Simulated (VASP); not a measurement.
# SnSe: how numerical settings change the zone-centre modes, part 2 of 3

Aim: test the modes of SnSe against the numerical settings. The starting structure is a cell with measured lattice constants from the literature and the atomic positions of a computed structure of the Materials Project.

VASP 6.6.1.

**2. Reference modes (continued)**

Level of this step: LDA; plane waves and PAW (Sn_d, Se) (VASP).

OUTCAR, selected parts (step 2):

```text
ion  position               nearest neighbor table
   1  0.118  0.750  0.092-   6 2.74   8 2.79   8 2.79   8 3.22   8 3.22   3 3.47   3 3.47
   2  0.382  0.250  0.592-   8 2.74   6 2.79   6 2.79   6 3.22   6 3.22   4 3.47   4 3.47
   3  0.882  0.250  0.908-   7 2.74   5 2.79   5 2.79   5 3.22   5 3.22   1 3.47   1 3.47
   4  0.618  0.750  0.408-   5 2.74   7 2.79   7 2.79   7 3.22   7 3.22   2 3.47   2 3.47
   5  0.857  0.750  0.478-   4 2.74   3 2.79   3 2.79   3 3.22   3 3.22
   6  0.357  0.750  0.022-   1 2.74   2 2.79   2 2.79   2 3.22   2 3.22
   7  0.643  0.250  0.978-   3 2.74   4 2.79   4 2.79   4 3.22   4 3.22
   8  0.143  0.250  0.522-   2 2.74   1 2.79   1 2.79   1 3.22   1 3.22

  LATTYP: Found a simple orthorhombic cell.
 ALAT       =     4.1217227180
 B/A-ratio  =     1.0462727052
 C/A-ratio  =     2.7576107101

 Subroutine GETGRP returns: Found  8 space group operations
 (whereof  2 operations were pure point group operations)

The static configuration has the point symmetry S_2 .
 The point group associated with its full space group is D_2h.

 Found     32 irreducible k-points:

   k-points           NKPTS =     32   k-points in BZ     NKDIM =     32   number of bands    NBANDS=     49

   dimension x,y,z NGX =    80 NGY =   30 NGZ =   30
   dimension x,y,z NGXF=   160 NGYF=   60 NGZF=   60

   ENCUT  =  450.0 eV  33.07 Ry    5.75 a.u.  19.66  7.13  7.46*2*pi/ulx,y,z

   NELECT =      80.0000    total number of electrons

 k-points in reciprocal lattice and weights: Automatic mesh
   0.00000000  0.00000000  0.00000000       0.014
   0.50000000  0.00000000  0.00000000       0.014
   0.00000000  0.16666667  0.00000000       0.028
   0.50000000  0.16666667  0.00000000       0.028
   0.00000000  0.33333333  0.00000000       0.028
   0.50000000  0.33333333  0.00000000       0.028
   0.00000000  0.50000000  0.00000000       0.014
   0.50000000  0.50000000  0.00000000       0.014
   0.00000000  0.00000000  0.16666667       0.028
[...]
0.00000000  0.50000000  0.50000000       0.014
   0.50000000  0.50000000  0.50000000       0.014

 average (electrostatic) potential at core
       1-100.6725       2-100.6710       3-100.6757       4-100.6702       5 -58.3223
       6 -58.3266       7 -58.3248       8 -58.3271

 E-fermi :   6.2055

 k-point     1 :       0.0000    0.0000    0.0000
  band No.  band energies     occupation
    ...
     36       3.9950      2.00000
     37       4.2471      2.00000
     38       4.5777      2.00000
     39       5.2083      2.00000
     40       5.3529      2.00000
     41       6.3628      0.00000
     42       8.9263      0.00000
     43       8.9955      0.00000
     44       9.0290      0.00000
     45       9.3061      0.00000
    ...

 k-point     2 :       0.5000    0.0000    0.0000
  band No.  band energies     occupation
    ...
     36       3.6699      2.00000
     37       3.9268      2.00000
     38       3.9379      2.00000
     39       5.3477      2.00000
     40       5.3523      2.00000
     41       8.4798      0.00000
     42       8.4868      0.00000
     43       8.6315      0.00000
     44       8.6542      0.00000
     45       9.7744      0.00000
    ...

 k-point     3 :       0.0000    0.1667    0.0000
  band No.  band energies     occupation
    ...
     36       4.0994      2.00000
     37       4.3319      2.00000
     38       5.1197      2.00000
     39       5.1962      2.00000
     40       5.2381      2.00000
     41       6.5929      0.00000
     42       7.8257      0.00000
     43       8.8209      0.00000
     44       9.0710      0.00000
     45       9.0894      0.00000
    ...

  Total        0.0145884     -0.0384762     -0.0685266      0.0000000      0.0000000      0.0074484
  in kB        0.1156921     -0.3051328     -0.5434453      0.0000000      0.0000000      0.0590691
  external PRESSURE =      -0.2442953 kB  Pullay stress =       0.0000000 kB

  energy-cutoff  :      450.00
  volume of cell :      202.03
      direct lattice vectors                 reciprocal lattice vectors
    11.366106711  0.000000000  0.000000000     0.087980874  0.000000000  0.000000000
     0.000000000  4.121722718  0.000000000     0.000000000  0.242617000  0.000000000
     0.000000000  0.000000000  4.312445978     0.000000000  0.000000000  0.231886963

 POSITION                                       TOTAL-FORCE (eV/Angst)
 -----------------------------------------------------------------------------------
      1.33804      3.09129      0.39790         0.005580      0.000000     -0.001790
      4.34502      1.03043      2.55412        -0.000058      0.000000     -0.001154
     10.02807      1.03043      3.91454        -0.008823      0.000000     -0.033554
      7.02109      3.09129      1.75832         0.003996      0.000000      0.002813
      9.74314      3.09129      2.04497         0.003225      0.000000      0.054648
      4.06009      3.09129      0.09625        -0.000061      0.000000     -0.001279
      7.30602      1.03043      4.21619        -0.002180      0.000000     -0.015724
      1.62296      1.03043      2.25247        -0.001679      0.000000     -0.003959
 -----------------------------------------------------------------------------------
    total drift:                               -0.000006      0.000000      0.000060

  FREE ENERGIE OF THE ION-ELECTRON SYSTEM (eV)
  ---------------------------------------------------
  free  energy   TOTEN  =       -37.9759358506 eV

  energy  without entropy=      -37.9759358506  energy(sigma->0) =      -37.97593585

 Eigenvectors and eigenvalues of the dynamical matrix
 ----------------------------------------------------

   1 f  =    5.443699 THz    34.203770 2PiTHz  181.582253 cm-1    22.513320 meV
             X         Y         Z           dx          dy          dz
      1.338037  3.091292  0.397901    -0.300026    0.000000   -0.047347
      4.345017  1.030431  2.554124    -0.300026   -0.000000    0.047347
     10.028070  1.030431  3.914545     0.300026   -0.000000    0.047347
      7.021090  3.091292  1.758322     0.300026   -0.000000   -0.047347
      9.743144  3.091292  2.059972    -0.389993    0.000000   -0.075155
      4.060091  3.091292  0.096251     0.389993    0.000000   -0.075155
      7.306016  1.030431  4.216195    -0.389993   -0.000000    0.075155
      1.622963  1.030431  2.252474     0.389993   -0.000000    0.075155

   2 f  =    4.565585 THz    28.686414 2PiTHz  152.291508 cm-1    18.881732 meV
             X         Y         Z           dx          dy          dz
      1.338037  3.091292  0.397901     0.295859   -0.000000    0.057798
      4.345017  1.030431  2.554124    -0.295859    0.000000    0.057798
[...]
9.743144  3.091292  2.059972    -0.398358   -0.000000    0.020912
      4.060091  3.091292  0.096251    -0.398358   -0.000000   -0.020912
      7.306016  1.030431  4.216195     0.398358    0.000000    0.020912
      1.622963  1.030431  2.252474     0.398358    0.000000   -0.020912

   3 f  =    4.491826 THz    28.222976 2PiTHz  149.831190 cm-1    18.576692 meV
             X         Y         Z           dx          dy          dz
      1.338037  3.091292  0.397901    -0.303487    0.000000   -0.007348
      4.345017  1.030431  2.554124     0.303487   -0.000000   -0.007348
     10.028070  1.030431  3.914545    -0.303487   -0.000000   -0.007348
      7.021090  3.091292  1.758322     0.303487    0.000000   -0.007348
      9.743144  3.091292  2.059972    -0.397191    0.000000    0.008984
      4.060091  3.091292  0.096251     0.397191    0.000000    0.008984
      7.306016  1.030431  4.216195     0.397191   -0.000000    0.008984
      1.622963  1.030431  2.252474    -0.397191   -0.000000    0.008984

   4 f  =    4.279040 THz    26.886004 2PiTHz  142.733426 cm-1    17.696681 meV
             X         Y         Z           dx          dy          dz
      1.338037  3.091292  0.397901     0.022516    0.000000   -0.227612
      4.345017  1.030431  2.554124     0.022516   -0.000000    0.227612
     10.028070  1.030431  3.914545    -0.022516   -0.000000    0.227612
      7.021090  3.091292  1.758322    -0.022516    0.000000   -0.227612
      9.743144  3.091292  2.059972     0.094055    0.000000   -0.434557
      4.060091  3.091292  0.096251    -0.094055    0.000000   -0.434557
      7.306016  1.030431  4.216195     0.094055   -0.000000    0.434557
      1.622963  1.030431  2.252474    -0.094055   -0.000000    0.434557

   5 f  =    4.206464 THz    26.429994 2PiTHz  140.312540 cm-1    17.396530 meV
             X         Y         Z           dx          dy          dz
      1.338037  3.091292  0.397901    -0.009951   -0.000000   -0.240360
      4.345017  1.030431  2.554124    -0.009951    0.000000    0.240360
     10.028070  1.030431  3.914545    -0.009951    0.000000   -0.240360
      7.021090  3.091292  1.758322    -0.009951   -0.000000    0.240360
      9.743144  3.091292  2.059972     0.012106   -0.000000    0.438157
      4.060091  3.091292  0.096251     0.012106   -0.000000   -0.438157
      7.306016  1.030431  4.216195     0.012106    0.000000   -0.438157
      1.622963  1.030431  2.252474     0.012106    0.000000    0.438157

   6 f  =    3.999468 THz    25.129397 2PiTHz  133.407882 cm-1    16.540462 meV
             X         Y         Z           dx          dy          dz
      1.338037  3.091292  0.397901    -0.000000   -0.214193    0.000000
      4.345017  1.030431  2.554124     0.000000    0.214193   -0.000000
     10.028070  1.030431  3.914545    -0.000000    0.214193    0.000000
      7.021090  3.091292  1.758322     0.000000   -0.214193   -0.000000
      9.743144  3.091292  2.059972     0.000000   -0.451798   -0.000000
      4.060091  3.091292  0.096251     0.000000   -0.451798    0.000000
      7.306016  1.030431  4.216195     0.000000    0.451798    0.000000
      1.622963  1.030431  2.252474    -0.000000    0.451798   -0.000000

   7 f  =    3.819110 THz    23.996176 2PiTHz  127.391798 cm-1    15.794563 meV
             X         Y         Z           dx          dy          dz
      1.338037  3.091292  0.397901     0.316451    0.000000    0.009066
      4.345017  1.030431  2.554124     0.316451    0.000000   -0.009066
     10.028070  1.030431  3.914545     0.316451    0.000000    0.009066
      7.021090  3.091292  1.758322     0.316451   -0.000000   -0.009066
      9.743144  3.091292  2.059972    -0.386336   -0.000000    0.022834
      4.060091  3.091292  0.096251    -0.386336    0.000000   -0.022834
      7.306016  1.030431  4.216195    -0.386336    0.000000   -0.022834
      1.622963  1.030431  2.252474    -0.386336   -0.000000    0.022834

   8 f  =    3.776094 THz    23.725896 2PiTHz  125.956924 cm-1    15.616661 meV
             X         Y         Z           dx          dy          dz
      1.338037  3.091292  0.397901    -0.104887   -0.000000   -0.255275
      4.345017  1.030431  2.554124     0.104887    0.000000   -0.255275
     10.028070  1.030431  3.914545     0.104887   -0.000000    0.255275
      7.021090  3.091292  1.758322    -0.104887    0.000000    0.255275
      9.743144  3.091292  2.059972    -0.135635    0.000000   -0.394254
      4.060091  3.091292  0.096251    -0.135635   -0.000000    0.394254
      7.306016  1.030431  4.216195     0.135635   -0.000000   -0.394254
      1.622963  1.030431  2.252474     0.135635    0.000000    0.394254

   9 f  =    3.705737 THz    23.283835 2PiTHz  123.610094 cm-1    15.325692 meV
             X         Y         Z           dx          dy          dz
      1.338037  3.091292  0.397901     0.000000   -0.201024    0.000000
      4.345017  1.030431  2.554124     0.000000    0.201024    0.000000
     10.028070  1.030431  3.914545     0.000000   -0.201024   -0.000000
      7.021090  3.091292  1.758322     0.000000    0.201024   -0.000000
      9.743144  3.091292  2.059972     0.000000    0.457809    0.000000
      4.060091  3.091292  0.096251     0.000000   -0.457809   -0.000000
      7.306016  1.030431  4.216195    -0.000000   -0.457809    0.000000
      1.622963  1.030431  2.252474    -0.000000    0.457809   -0.000000

  10 f  =    3.531944 THz    22.191861 2PiTHz  117.812984 cm-1    14.606942 meV
             X         Y         Z           dx          dy          dz
      1.338037  3.091292  0.397901     0.093946   -0.000000    0.305418
      4.345017  1.030431  2.554124    -0.093946    0.000000    0.305418
     10.028070  1.030431  3.914545     0.093946   -0.000000    0.305418
      7.021090  3.091292  1.758322    -0.093946    0.000000    0.305418
      9.743144  3.091292  2.059972    -0.085912    0.000000   -0.374850
      4.060091  3.091292  0.096251     0.085912   -0.000000   -0.374850
      7.306016  1.030431  4.216195     0.085912   -0.000000   -0.374850
      1.622963  1.030431  2.252474    -0.085912    0.000000   -0.374850

  11 f  =    3.205248 THz    20.139168 2PiTHz  106.915572 cm-1    13.255835 meV
             X         Y         Z           dx          dy          dz
      1.338037  3.091292  0.397901    -0.000000    0.309184   -0.000000
      4.345017  1.030431  2.554124    -0.000000    0.309184   -0.000000
     10.028070  1.030431  3.914545    -0.000000   -0.309184   -0.000000
      7.021090  3.091292  1.758322    -0.000000   -0.309184   -0.000000
    [... 144 further lines ...]
      4.060091  3.091292  0.096251    -0.316830   -0.000000   -0.000053
      7.306016  1.030431  4.216195    -0.316830   -0.000000   -0.000053
      1.622963  1.030431  2.252474    -0.316830   -0.000000    0.000053

 ELASTIC MODULI CONTR FROM IONIC RELAXATION (kBar)
 Direction    XX          YY          ZZ          XY          YZ          ZX
 --------------------------------------------------------------------------------
 XX        -566.4689    -39.6016    -37.4078      0.0000     -0.0000     -0.0000
 YY         -39.6016   -148.2627   -216.8082      0.0000     -0.0000      0.0000
 ZZ         -37.4078   -216.8082   -428.9907     -0.0000     -0.0000      0.0000
 XY           0.0000      0.0000     -0.0000    -46.8740     -0.0000      0.0000
 YZ          -0.0000     -0.0000     -0.0000      0.0000   -196.9190     -0.0000
 ZX          -0.0000      0.0000      0.0000      0.0000     -0.0000    -42.8540
 --------------------------------------------------------------------------------

 total charge
# of ion       s       p       d       tot
------------------------------------------
    1        1.353   0.785  10.001  12.139
    2        1.353   0.785  10.001  12.139
    3        1.353   0.785  10.001  12.139
    4        1.353   0.785  10.001  12.139
    5        1.479   2.326   0.028   3.833
    6        1.479   2.326   0.028   3.833
    7        1.479   2.326   0.028   3.833
    8        1.479   2.326   0.028   3.833
--------------------------------------------------
tot         11.326  12.444  40.119  63.888

[... 3 further parts left out ...]
```

The last energy, forces, stress and levels in OUTCAR belong to the last displaced cell, not to the cell of POSCAR.

Reference: the zone-centre modes are at the top B2g (2) 181.6, Ag (3) 152.3, B1u (3) 149.8, B2g (1) 142.7 cm⁻¹, at the bottom B3u (1) 51.5, Au (1) 45.0, B3g (1) 34.1, Ag (1) 31.3 cm⁻¹, with 10 more of the listed ones between (levels within 1 cm⁻¹ of another are left out).

**3. Modes with a 1×3×3 mesh**

Against step 2 the input has a 1×3×3 mesh (also changed: KPAR).

File INCAR:

```
SYSTEM = SnSe
PREC = Accurate
ENCUT = 450
EDIFF = 1E-08
NELM = 100
ISMEAR = 0
SIGMA = 0.03
LREAL = .FALSE.
ALGO = Normal
GGA = CA
NBANDS = 49
LORBIT = 11
LWAVE = .FALSE.
LCHARG = .FALSE.
IBRION = 6
NFREE = 2
POTIM = 0.015
NSW = 1
ISIF = 2
```

File POSCAR:

```
SnSe
1.0
   11.3661067111      0.0000000000      0.0000000000
    0.0000000000      4.1217227180      0.0000000000
    0.0000000000      0.0000000000      4.3124459782
Sn Se
4 4
Direct
    0.1177216440      0.7500000000      0.0922680664
    0.3822783560      0.2500000000      0.5922680664
    0.8822783560      0.2500000000      0.9077319336
    0.6177216440      0.7500000000      0.4077319336
    0.8572103145      0.7500000000      0.4776805689
    0.3572103145      0.7500000000      0.0223194311
    0.6427896855      0.2500000000      0.9776805689
    0.1427896855      0.2500000000      0.5223194311
```

File KPOINTS:

```
Automatic mesh
0
Gamma
1 3 3
0 0 0
```

Potentials, in the order of the species: Sn_d and Se (LDA family, release 64).

The run is started by

```
> mpirun -np 8 vasp_std
```

The log of the run:

```text
[banner, memory and clock lines left out]
running    8 mpi-ranks, on    1 nodes
[...]
[... a notice as in an earlier step ...]

 LDA part: xc-table for (Slater(with rela. corr.)+CA(PZ))
 , standard interpolation
|                                                                             |
|           W    W    AA    RRRRR   N    N  II  N    N   GGGG   !!!           |
|           W    W   A  A   R    R  NN   N  II  NN   N  G    G  !!!           |
|           W    W  A    A  R    R  N N  N  II  N N  N  G       !!!           |
|           W WW W  AAAAAA  RRRRR   N  N N  II  N  N N  G  GGG   !            |
|           WW  WW  A    A  R   R   N   NN  II  N   NN  G    G                |
|           W    W  A    A  R    R  N    N  II  N    N   GGGG   !!!           |
|                                                                             |
|     The number of bands has been changed from the values supplied in        |
|     The orbitals not found in the WAVECAR file will be initialized with     |
[...]
DAV:   4    -0.379846984910E+02   -0.94578E+01   -0.93416E+01   520   0.496E+01
[...]
DAV:  13    -0.374267273784E+02   -0.58074E-06   -0.56700E-06   488   0.821E-03    0.151E-03
DAV:  14    -0.374267273607E+02    0.17675E-07   -0.22013E-07   568   0.225E-03    0.104E-03
DAV:  15    -0.374267273553E+02    0.54351E-08   -0.30878E-08   456   0.962E-04
   1 F= -.37426727E+02 E0= -.37426727E+02  d E =-.248266E-14
[... from here on, the cycles between the ionic steps are left out ...]
   2 F= -.37428817E+02 E0= -.37428817E+02  d E =-.101507E-14
   3 F= -.37423653E+02 E0= -.37423653E+02  d E =-.657874E-13
   4 F= -.37426564E+02 E0= -.37426564E+02  d E =-.261939E-14
   5 F= -.37426564E+02 E0= -.37426564E+02  d E =-.262339E-14
   6 F= -.37427710E+02 E0= -.37427710E+02  d E =-.572103E-15
   7 F= -.37425261E+02 E0= -.37425261E+02  d E =-.115775E-13
   8 F= -.37428232E+02 E0= -.37428232E+02  d E =-.816965E-15
   9 F= -.37424292E+02 E0= -.37424292E+02  d E =-.688929E-14
  10 F= -.37426493E+02 E0= -.37426493E+02  d E =-.380612E-14
  11 F= -.37426493E+02 E0= -.37426493E+02  d E =-.380335E-14
  12 F= -.37429602E+02 E0= -.37429602E+02  d E =-.977249E-15
  13 F= -.37423158E+02 E0= -.37423158E+02  d E =-.639558E-14
 Finite differences progress:
  Degree of freedom:   6/  6
  Displacement:        2/  2
  Total:              12/ 12
```

It took 44 s on 8 MPI ranks of Intel Xeon 6975P-C (Granite Rapids), shared host; peak memory 1.2 GiB; 5.7 min of CPU time.

From OUTCAR (step 3):

```text
  Total        2.0588905      0.5710180     -1.0841785      0.0000000      0.0000000      0.0159428
  in kB       16.3278748      4.5284146     -8.5979953      0.0000000      0.0000000      0.1264334
  external PRESSURE =       4.0860980 kB  Pullay stress =       0.0000000 kB

 POSITION                                       TOTAL-FORCE (eV/Angst)
 -----------------------------------------------------------------------------------
      1.33804      3.09129      0.39790         0.177428      0.000000      0.080398
      4.34502      1.03043      2.55412        -0.171125      0.000000      0.082445
     10.02807      1.03043      3.91454        -0.179623      0.000000     -0.109413
      7.02109      3.09129      1.75832         0.175282      0.000000     -0.076545
      9.74314      3.09129      2.04497         0.133739      0.000000      0.260399
      4.06009      3.09129      0.09625         0.132382      0.000000     -0.221170
      7.30602      1.03043      4.21619        -0.135374      0.000000      0.201445
      1.62296      1.03043      2.25247        -0.132709      0.000000     -0.217559
 -----------------------------------------------------------------------------------
    total drift:                               -0.000003      0.000000      0.000201

  FREE ENERGIE OF THE ION-ELECTRON SYSTEM (eV)
  ---------------------------------------------------
  free  energy   TOTEN  =       -37.4231580516 eV

  energy  without entropy=      -37.4231580516  energy(sigma->0) =      -37.42315805

[... 1 part as in an earlier step ...]

[... 2 further parts left out ...]
[key lines of the parts left out:]
E-fermi :   6.1846
```

The last energy, forces and stress in OUTCAR belong to the last displaced cell, not to that of POSCAR.

With a 1×3×3 mesh the compared modes are at the top B2g (2) 174.6, Ag (3) 149.4 cm⁻¹, at the bottom Au (1) 39.9, Ag (1) 35.9 cm⁻¹, with 14 more of the listed ones between; the largest shift among the levels compared is -47.3 cm⁻¹, in B2u, from the reference.

(Continued in part 3 of 3.)

[Lines on the potential files, build, host, timing and source positions are cut from VASP's logs without a mark.]

[Logs are printed without paths, hosts, clocks, repeated set-up lines and the standing remarks that a program may print on its own settings, such as how far it seeks lower states.]

[Hosts, paths, dates, database ids (printed as entryN), source tags and the programs' standing remarks are cut or masked in the printed files.]
